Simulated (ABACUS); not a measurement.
Wanted: the native input for an ABACUS 3.10.1 run.

* Task: band structure
* Functional: PBE
* Potentials or basis: SSSP 1.3 efficiency PBE
* Cutoff: 748 eV
* Density cutoff: 5987 eV
* Basis: plane waves
* Occupations: fermi-dirac, width 0.05 eV
* Spin: no spin polarisation
* Radial cutoff of the potentials (pseudo_rcut): 10 bohr
* Threshold of the eigensolver: 1e-07 Ry
* Density: read from an earlier self-consistent run
* Path: G-X-W-K-G-L-U-W-L-K, U-X
* Points for each segment of the path: 10
* SCF threshold on the density: 1e-08
* Max SCF steps: 100
* Eigensolver: dav
* Mixing: broyden
* Mixing share: 0.7
* Symmetry key: -1
* Bands: 14

Crystal: BP.

```
P B
1.0
     0.00000    2.26900    2.26900
     2.26900    0.00000    2.26900
     2.26900    2.26900    0.00000
P B
1 1
Direct
  0.25000 0.25000 0.25000
  0.00000 0.00000 0.00000
```

The input as run:

INPUT

```
INPUT_PARAMETERS
suffix              BP
calculation         nscf
basis_type          pw
pseudo_dir          ./
symmetry            -1
dft_functional      pbe
ecutwfc             55.0
pseudo_rcut         10
nspin               1
nbands              14
ks_solver           dav
smearing_method     fd
smearing_sigma      0.00367493
scf_thr             1e-08
scf_nmax            100
mixing_type         broyden
mixing_beta         0.7
ecutrho             440.0
init_chg            file
pw_diag_thr         1e-07
out_band            1
kpar                4
```

STRU

```
ATOMIC_SPECIES
P 30.9738 P.pbe-n-rrkjus_psl.1.0.0.UPF
B 10.8100 b_pbe_v1.4.uspp.F.UPF

LATTICE_CONSTANT
1.8897261246

LATTICE_VECTORS
0.0000000000 2.2690000000 2.2690000000
2.2690000000 0.0000000000 2.2690000000
2.2690000000 2.2690000000 0.0000000000

ATOMIC_POSITIONS
Direct

P
0.0
1
0.2500000000 0.2500000000 0.2500000000 1 1 1

B
0.0
1
0.0000000000 0.0000000000 0.0000000000 1 1 1
```

KPT

```
K_POINTS
12
Line
0.00000000 0.00000000 0.00000000 10 // G
0.50000000 0.00000000 0.50000000 10 // X
0.50000000 0.25000000 0.75000000 10 // W
0.37500000 0.37500000 0.75000000 10 // K
0.00000000 0.00000000 0.00000000 10 // G
0.50000000 0.50000000 0.50000000 10 // L
0.62500000 0.25000000 0.62500000 10 // U
0.50000000 0.25000000 0.75000000 10 // W
0.50000000 0.50000000 0.50000000 10 // L
0.37500000 0.37500000 0.75000000 1 // K
0.62500000 0.25000000 0.62500000 10 // U
0.50000000 0.00000000 0.50000000 1 // X
```

Potentials or basis: SSSP 1.3 efficiency PBE, plane waves.

Run with:

```console
$ OMP_NUM_THREADS=1 mpirun -np 4 abacus > log
```

Results of the run:

```json
{
 "Band gap along the path": "1.25 eV, indirect (least direct gap 3.40 eV)"
}
```

Caveat: the density is read from an earlier self-consistent run, whose mesh may be coarse.

Run time: 3.9 s on 4 MPI ranks on Intel(R) Xeon(R) Platinum 8488C (Sapphire Rapids), with other jobs on the host, peak memory 0.56 GiB a rank.
